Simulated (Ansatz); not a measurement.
Runs of Ansatz 0.2.0 on HfO2. It takes space group P4_2/nmc (No. 137, tetragonal). Conventional cell: a = 3.558 Å, b = 3.558 Å, c = 5.172 Å, α = 90.00°, β = 90.00°, γ = 90.00°. Hf (site symmetry -4m2) is surrounded by 4 O at 2.05 Å. O (site symmetry 2mm) is surrounded by 2 Hf at 2.05 Å. Measurements of this composition are mostly on another form, of space group No. 14.

| task | level | spin | cell | k mesh | cutoff (eV) | points for each segment of the path | gap on the mesh (eV) | pressure (GPa) | largest force (eV/Å) |
| --- | --- | --- | --- | --- | --- | --- | --- | --- | --- |
| band structure | BLYP | off | as given | 8 × 8 × 5 | 420 | 14 | (c) | (d) | 0.17 |
| relaxation of cell and atoms | BLYP | off | relaxed | 8 × 8 × 5 | 420 | - | 4.67 | 0.0 | - |
| band structure | r2SCAN | off | as given | 8 × 8 × 5 | 500 | 14 | 5.32 | 4.1 | 0.06 |
| band structure | revPBE | off | as given | 8 × 8 × 5 | 420 | 14 | (a) | 13.8 | (b) |
| band structure | r2SCAN | SOC, no magnetisation | as given | 6 × 6 × 4 | 500 | 14 | 5.32 | 3.8 | 0.05 |

Alike in all rows: potentials or basis Ansatz PAW; smearing fermi-dirac 0.05 eV.

Task: Fill in the values left out.

Result: (a) 4.84; (b) 0.16; (c) 4.81; (d) 16.8.

Caveats: the PAW data sets come from PBE, with cores solved anew for the run's functional, which leaves a small shift of forces and pressure; spin-orbit coupling is left out, which moves the levels of the heavy elements (some runs); so large a pressure means that the cell lies far from this level's equilibrium, or that cutoff or potentials fall short (some runs); odd divisions of the mesh miss points on the zone boundary, where band edges often lie, so the gap on the mesh can be too wide (some runs); the plane-wave basis is chosen anew once the cell has moved, so the energies of steps on either side of that aren't comparable (some runs).

A k mesh can miss the band edges, and rows without SOC leave out spin-orbit coupling on Hf.

Runs at the PBE level aren't shown here.
